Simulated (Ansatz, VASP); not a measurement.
MgO in VASP and in Ansatz

```
Mg O
1.0
     0.00000    2.09700    2.09700
     2.09700    0.00000    2.09700
     2.09700    2.09700    0.00000
Mg O
1 1
Direct
  0.00000 0.00000 0.00000
  0.50000 0.50000 0.50000
```

The cell is a database's computed one.

Alike in both runs: task single point; functional PBE; k mesh 6 × 6 × 6; occupations fermi-dirac, width 0.04 eV; no spin polarisation.

|  | VASP | Ansatz |
| --- | --- | --- |
| version | VASP 6.6.1 | Ansatz 0.2.0 |
| potentials or method | VASP PAW PBE potentials, release 64 (Mg, O), cutoff 520 eV | all-electron LAPW, scalar-relativistic |

|  | VASP | Ansatz | Ansatz less VASP |
| --- | --- | --- | --- |
| gap on the k mesh at the Fermi level (eV) | 4.85 | 4.86 | +0.011 |
| least direct gap on the mesh (eV) | 4.85 | 4.86 | +0.011 |
| pressure (GPa) | 6.2 | 7.0 | +0.79 |

Ansatz ran all-electron here, so the differences hold the error of VASP's frozen core and of both bases.

Caveats: the k mesh is coarse (spacing up to 0.43 Å⁻¹), so the values aren't converged.
